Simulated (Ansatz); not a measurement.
MoS₂: computed properties

These are results of DFT PBE+D3(BJ), scalar-relativistic, plane waves, PAW in Ansatz, not measurements.

Cutoff 420 eV; k points 12×12×4 on the computed 6-atom cell (Γ-centred); Gaussian smearing, width 0.02 eV; no spin polarisation.

The structure is relaxed at this level of theory with its symmetry kept.

```
Mo S
1.0
     3.14925    0.00000    0.00000
    -1.57462    2.72733    0.00000
     0.00000    0.00000   12.09270
Mo S
2 4
Direct
  0.66667 0.33333 0.24990
  0.33333 0.66667 0.75010
  0.33333 0.66667 0.37939
  0.66667 0.33333 0.87959
  0.33333 0.66667 0.12041
  0.66667 0.33333 0.62061
```

(1) Kohn–Sham band gap?

(2) Löwdin character of the top 1 eV of the valence band?

(3) Löwdin character of the lowest 1 eV of the conduction band?

(4) Bader charges (e)?

A ferromagnetic start lost its moments in a first run, so spin was left out; other magnetic orders weren't tried.

Answers

(1) 0.79 eV.

(2) Mo 4d 59 %, S 3p 36 %.

(3) Mo 4d 65 %, S 3p 30 %.

(4) Mo (2 in the cell) 1.22, S (4 in the cell) -0.61.

Cost: 1 run of about 0.92 core-minutes, on AMD EPYC 9R45 (Zen 5) (shared hosts).